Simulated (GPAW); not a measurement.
**W: relaxation of cell and atoms with LDA**

W:

```
CELL_PARAMETERS angstrom
-1.58234 1.58234 1.58234
1.58234 -1.58234 1.58234
1.58234 1.58234 -1.58234
ATOMIC_POSITIONS crystal
W 0.00000 0.00000 0.00000
```

- Program: GPAW 26.7.0
- Task: relaxation of cell and atoms
- Functional: LDA
- Potentials or basis: the program's PAW data sets (release 1.2.1) made for this functional
- Cutoff: 600 eV
- Basis: pw
- k mesh: 12 × 12 × 12
- Occupations: fermi-dirac, width 0.05 eV
- Spin: no spin polarisation
- Maxiter: 150
- Optimizer: BFGS
- Fmax: 0.02 eV/Å
- Max steps: 40
- Convergence: density=1e-05 forces=0.0001

```json
{
 "Relaxed volume": "15.35 Å³/atom",
 "Relaxed cell": "a = 2.712 Å, b = 2.712 Å, c = 2.712 Å, α = 109.47°, β = 109.47°, γ = 109.47°",
 "Space group after relaxing (to 0.05 Å)": "Im-3m (No. 229)",
 "Energy gained by relaxing": "15.7 meV/atom",
 "Ionic steps": "3",
 "Pressure after relaxing": "-0.1 GPa",
 "Band gap on the k mesh": "none (metal or under the smearing width)"
}
```

Step by step:
```tsv
step	energy change (eV)	largest force (eV/Å)	pressure (GPa)	volume (Å³)
1	0.0000	0.0000	-9.86	15.85
2	-0.0141	0.0000	3.26	15.20
3	-0.0157	0.0000	-0.10	15.35
```

Final structure:
```cif
data_structure
_symmetry_space_group_name_H-M 'P 1'
_symmetry_Int_Tables_number 1
_cell_length_a 2.7119
_cell_length_b 2.7119
_cell_length_c 2.7119
_cell_angle_alpha 109.471
_cell_angle_beta 109.471
_cell_angle_gamma 109.471
_cell_volume 15.35
loop_
_atom_site_label
_atom_site_type_symbol
_atom_site_fract_x
_atom_site_fract_y
_atom_site_fract_z
_atom_site_occupancy
W1 W 0.00000 0.00000 0.00000 1
```

Levels at points of the mesh, in eV from the Fermi level:
| k point | band 3 | band 4 | band 5 | band 6 | band 7 | band 8 | band 9 | band 10 | band 11 | band 12 |
| --- | --- | --- | --- | --- | --- | --- | --- | --- | --- | --- |
| (0.00, 0.00, 0.00) | -37.63 | -37.63 | -9.69 | -1.27 | -1.27 | -1.27 | 2.29 | 2.29 | 14.97 | 14.97 |
| (0.50, 0.50, 0.00) | -38.09 | -37.64 | -6.41 | -3.69 | 0.93 | 2.21 | 3.21 | 6.47 | 11.61 | 11.82 |
| (0.50, 0.50, 0.50) | -38.63 | -38.63 | -6.06 | -6.06 | 5.42 | 5.42 | 5.42 | 8.62 | 8.62 | 8.62 |

It took 20 s on 1 thread of Arm Neoverse V2 (shared host), peak memory 0.17 GiB.

Caveat: later steps reuse the first step's grids. Zero-point motion and thermal expansion aren't in these numbers.
